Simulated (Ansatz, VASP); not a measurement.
**One calculation of Rh, two programs**

```
Rh
1.0
     2.36378   -1.36418   -0.03900
     2.36378    1.36418   -0.03900
    -1.42127    0.00000    8.76604
Rh
4
Direct
  0.87537 0.87537 0.12522
  0.12463 0.12463 0.87478
  0.70847 0.70847 0.62526
  0.29153 0.29153 0.37474
```

Alike in both runs: functional PBE; k mesh 6 × 6 × 4; occupations gaussian, width 0.1 eV; no spin polarisation.

Ansatz relaxed the structure, and its values are those at the end. VASP's run is a single point on that final structure, the one shown.

|  | VASP | Ansatz |
| --- | --- | --- |
| version | VASP 6.6.1 | Ansatz 0.2.0 |
| potentials or method | VASP PAW PBE potentials, release 64 (Rh_pv) | scalar-relativistic, plane waves, PAW |
| plane-wave cutoff (eV) | 520 | 420 |
| valence electrons in the cell | 60 | 68 |

|  | VASP | Ansatz | Ansatz less VASP |
| --- | --- | --- | --- |
| gap on the k mesh at the Fermi level (eV) | none | none | - |
| pressure (GPa) | 0.1 | 0.0 | -0.05 |

A gap of «none» marks a metal or a gap that the smearing closes. The two sets of potentials don't hold the same shells in valence.

Caveats: the k mesh is coarse (spacing up to 0.44 Å⁻¹), so the values aren't converged.
